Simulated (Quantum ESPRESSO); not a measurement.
Set up this calculation in Quantum ESPRESSO 7.5, as the native input.

```
Task                : projected density of states
Functional          : PBEsol
Potentials or basis : GBRV 1.5 PBEsol
Cutoff              : 762 eV
Density cutoff      : 6095 eV
k mesh              : 10 × 10 × 10
Occupations         : fermi-dirac, width 0.05 eV
Spin                : no spin polarisation
Hubbard terms       : Ta d U = 4 eV
Hubbard projectors  : ortho-atomic
Mixing beta         : 0.3
Most SCF iterations : 120
SCF threshold       : 4e-10 Ry
Dos occupations     : tetrahedra_opt
```

Crystal: TaN.

```
CELL_PARAMETERS angstrom
0.00000 2.21132 2.21132
2.21132 0.00000 2.21132
2.21132 2.21132 0.00000
ATOMIC_POSITIONS crystal
Ta 0.50000 0.50000 0.50000
N 0.00000 0.00000 0.00000
```

The cell comes from a database or a generator and needn't be the stable form of this composition.

The input as run:

pw.in

```
&CONTROL
  calculation = 'scf'
  prefix = 'pwscf'
  outdir = './tmp'
  pseudo_dir = './pseudo'
  tprnfor = .true.
  tstress = .true.
  disk_io = 'low'
/
&SYSTEM
  ibrav = 0
  nat = 2
  ntyp = 2
  ecutwfc = 56
  ecutrho = 448
  nbnd = 18
  occupations = 'smearing'
  smearing = 'fd'
  degauss = 0.00367493
/
&ELECTRONS
  conv_thr = 4d-10
  electron_maxstep = 120
  mixing_beta = 0.3
/
ATOMIC_SPECIES
Ta   180.9479 ta_pbesol_v1.uspp.F.UPF
N     14.0070 n_pbesol_v1.2.uspp.F.UPF
CELL_PARAMETERS bohr
   0.0000000000    4.1787948431    4.1787948431
   4.1787948431    0.0000000000    4.1787948431
   4.1787948431    4.1787948431    0.0000000000
ATOMIC_POSITIONS bohr
Ta     4.1787948431    4.1787948431    4.1787948431
N      0.0000000000    0.0000000000    0.0000000000
K_POINTS automatic
10 10 10 0 0 0
HUBBARD {ortho-atomic}
U Ta-5d 4.0
```

pp_density.in

```
&INPUTPP
  prefix = 'pwscf'
  outdir = './tmp'
  filplot = 'density.dat'
  plot_num = 0
/
&PLOT
  nfile = 1
  filepp(1) = 'density.dat'
  iflag = 3
  output_format = 6
  fileout = 'density.cube'
/
```

pp_potential.in

```
&INPUTPP
  prefix = 'pwscf'
  outdir = './tmp'
  filplot = 'potential.dat'
  plot_num = 11
/
&PLOT
  nfile = 1
  filepp(1) = 'potential.dat'
  iflag = 3
  output_format = 6
  fileout = 'potential.cube'
/
```

nscf.in

```
&CONTROL
  calculation = 'nscf'
  prefix = 'pwscf'
  outdir = './tmp'
  pseudo_dir = './pseudo'
  disk_io = 'low'
/
&SYSTEM
  ibrav = 0
  nat = 2
  ntyp = 2
  ecutwfc = 56
  ecutrho = 448
  nbnd = 18
  occupations = 'tetrahedra_opt'
/
&ELECTRONS
  conv_thr = 1d-08
  electron_maxstep = 120
  mixing_beta = 0.3
  startingwfc = 'random'
/
ATOMIC_SPECIES
Ta   180.9479 ta_pbesol_v1.uspp.F.UPF
N     14.0070 n_pbesol_v1.2.uspp.F.UPF
CELL_PARAMETERS bohr
   0.0000000000    4.1787948431    4.1787948431
   4.1787948431    0.0000000000    4.1787948431
   4.1787948431    4.1787948431    0.0000000000
ATOMIC_POSITIONS bohr
Ta     4.1787948431    4.1787948431    4.1787948431
N      0.0000000000    0.0000000000    0.0000000000
K_POINTS automatic
15 15 15 0 0 0
HUBBARD {ortho-atomic}
U Ta-5d 4.0
```

projwfc.in

```
&PROJWFC
  prefix = 'pwscf'
  outdir = './tmp'
  filpdos = 'p'
  Emin = 6
  Emax = 31
  DeltaE = 0.05
/
```

Potentials or basis: GBRV 1.5 PBEsol.

Run with:

```sh
$ OMP_NUM_THREADS=1 mpirun -n 2 pw.x -nk 2 -in pw.in > pw.out
$ OMP_NUM_THREADS=1 mpirun -n 1 pp.x -in pp_density.in > pp_density.out
$ OMP_NUM_THREADS=1 mpirun -n 1 pp.x -in pp_potential.in > pp_potential.out
$ OMP_NUM_THREADS=1 mpirun -n 2 pw.x -nk 2 -in nscf.in > nscf.out
$ OMP_NUM_THREADS=1 mpirun -n 1 projwfc.x -in projwfc.in > projwfc.out
```

Results of the run:

```
Pressure               : -7.1 GPa
Band gap on the k mesh : none (metal or under the smearing width)
Loewdin charges        : Ta +0.37; N -0.33 e
```

Caveat: U without spin polarisation on a metal has little footing.

Wall time 27 s on 2 MPI ranks on Arm Neoverse V2, with other jobs on the host, peak memory 0.28 GiB a rank.
